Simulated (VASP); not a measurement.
**SnO2 (fluorite): one LDA single-point calculation in two programs**

```
CELL_PARAMETERS angstrom
0.00000 2.53347 2.53347
2.53347 0.00000 2.53347
2.53347 2.53347 0.00000
ATOMIC_POSITIONS crystal
Sn 0.00000 0.00000 0.00000
O 0.25000 0.25000 0.25000
O 0.75000 0.75000 0.75000
```

Each program uses its own PAW datasets. VASP's cell holds 26 valence electrons and Ansatz's 26. LDA means the Perdew–Zunger form with relativistic exchange in VASP and the Perdew–Wang form in Ansatz. Ansatz's stress includes a Pulay correction; VASP's doesn't.

Cutoffs: 520 eV in VASP, 420 eV in Ansatz. k meshes: 8×8×8 and 8×8×8.

```csv
,VASP,Ansatz
gap between bands v and c,0.21 eV,0.17 eV
least direct gap,1.64 eV,1.60 eV
pressure,-2.6 GPa,-3.5 GPa
```

Band v is the last that the valence electrons fill when counted band by band, and c is the next. Levels in eV from the top of v, Ansatz:

```tsv
point	v−1	v	c	c+1
Γ	-1.42	-1.42	0.17	6.87
X	-0.20	-0.13	3.06	7.11
W	-0.33	0.00	4.32	8.87
K	-0.73	-0.17	4.05	8.61
L	-2.15	-2.15	4.76	7.82
```

VASP:

| point | v−1 | v | c | c+1 |
| --- | --- | --- | --- | --- |
| Γ | -1.43 | -1.43 | 0.21 | 6.85 |
| X | -0.20 | -0.13 | 3.07 | 7.11 |
| W | -0.33 | 0.00 | 4.34 | 8.84 |
| K | -0.73 | -0.18 | 4.07 | 8.60 |
| L | -2.16 | -2.16 | 4.79 | 7.81 |
